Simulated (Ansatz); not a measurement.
The system is Hf.

```
Hf
1.0
     3.19670    0.00000    0.00000
    -1.59835    2.76842    0.00000
     0.00000    0.00000    5.05780
Hf
2
Cartesian
  1.5984 0.9228 3.7934
  0.0000 1.8456 1.2645
```

```yaml
Program: Ansatz 0.2.0
Task: relaxation of cell and atoms
Functional: PBEsol
Dispersion: D4
Potentials_or_basis: Ansatz PAW
Cutoff: "420 eV (not typed: the program's choice for these potentials)"
k_mesh: 10 × 10 × 5
Occupations: fermi-dirac, width 0.05 eV
Spin: no spin polarisation
```

At the start: volume 22.38 Å³/atom.

Question: How do energy, volume and symmetry change on relaxing?

Answer: It ends after 4 steps and the volume is 21.40 Å³/atom (-4.4 %); space group P6_3/mmc (No. 194, to 0.05 Å).

The path:
| step | energy change (eV) | largest force (eV/Å) | volume (Å³) |
| --- | --- | --- | --- |
| 1 | 0.0000 | 0.0000 | 44.76 |
| 2 | -0.0305 | 0.0000 | 42.95 |
| 3 | -0.0308 | 0.0000 | 42.79 |
| 4 | -0.0302 | 0.0000 | 42.79 |

Final structure:
```
Hf
1.0
     3.15035    0.00000    0.00000
    -1.57517    2.72828    0.00000
     0.00000    0.00000    4.97851
Hf
2
Cartesian
  1.5752 0.9094 3.7339
  0.0000 1.8189 1.2446
```

Caveat: the plane-wave basis is chosen anew once the cell has moved, so the energies of steps on either side of that aren't comparable; pairwise dispersion overbinds metals, which lowers pressure and volume; the PAW data sets come from PBE, with cores solved anew for the run's functional, which leaves a small shift of forces and pressure.
